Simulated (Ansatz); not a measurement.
# Si: the cost of one run

Program: Ansatz 0.2.0. Level of theory: DFT PBE, scalar-relativistic, plane waves, PAW. These are calculated values, not measurements.

The COD entry's cell or inner coordinates are ideal or old and differ from later refinements, so a difference from it is no clean test against experiment.

That is the level of the relaxation; later steps name their own.

1 further run of the same task is left out (set aside as unsound or not needed).

### 1 Starting point

Symmetry: Fd-3m, No. 227, cubic system. The conventional cell has a = 5.470 Å, b = 5.470 Å, c = 5.470 Å, α = 90.00°, β = 90.00°, γ = 90.00°. Si (site symmetry -43m) has 4 Si at 2.37 Å as nearest neighbours.

As a file:

```cif
data_structure
_symmetry_space_group_name_H-M 'Fd-3m:1'
_symmetry_Int_Tables_number 227
_cell_length_a 5.4697
_cell_length_b 5.4697
_cell_length_c 5.4697
_cell_angle_alpha 90.000
_cell_angle_beta 90.000
_cell_angle_gamma 90.000
_cell_volume 163.64
loop_
_atom_site_label
_atom_site_type_symbol
_atom_site_symmetry_multiplicity
_atom_site_Wyckoff_symbol
_atom_site_fract_x
_atom_site_fract_y
_atom_site_fract_z
_atom_site_occupancy
Si1 Si 8 a 0.25000 0.25000 0.25000 1
```

It is the result of an earlier relaxation at this level (volume 20.45 Å³/atom; gap on the mesh: 0.62 eV).

### 2 Band edges over the whole zone

Input file input.yaml:

```yaml
crystal:
  lattice:
    - [0.0, 2.7348383248, 2.7348383248]
    - [2.7348383248, 0.0, 2.7348383248]
    - [2.7348383248, 2.7348383248, 0.0]
  atoms:
    - { symbol: Si, position: [0.75, 0.75, 0.75] }
    - { symbol: Si, position: [0.5, 0.5, 0.5] }
basis:
  ecutwfc: 420
kpoints:
  mp_grid: { grid: [10, 10, 10] }
  band_path: { path: [VBM, CBM], npoints: 2 }
hamiltonian:
  xc: pbe
scf:
  occupations: { method: gaussian, width: 0.02 }
output:
  forces: true
  stress: true
  eigenvalues: true
```

Started as:

```console
$ ansatz run input.yaml --threads 2 --pin off --max-ram 5120MiB --backend cpu --events-out ev --progress --plain --runs-dir out
```

What time and memory should one allow on 2 threads of AMD EPYC 7B13 (Zen 3), shared host?

About 1.3 s, with a peak of 0.35 GiB.
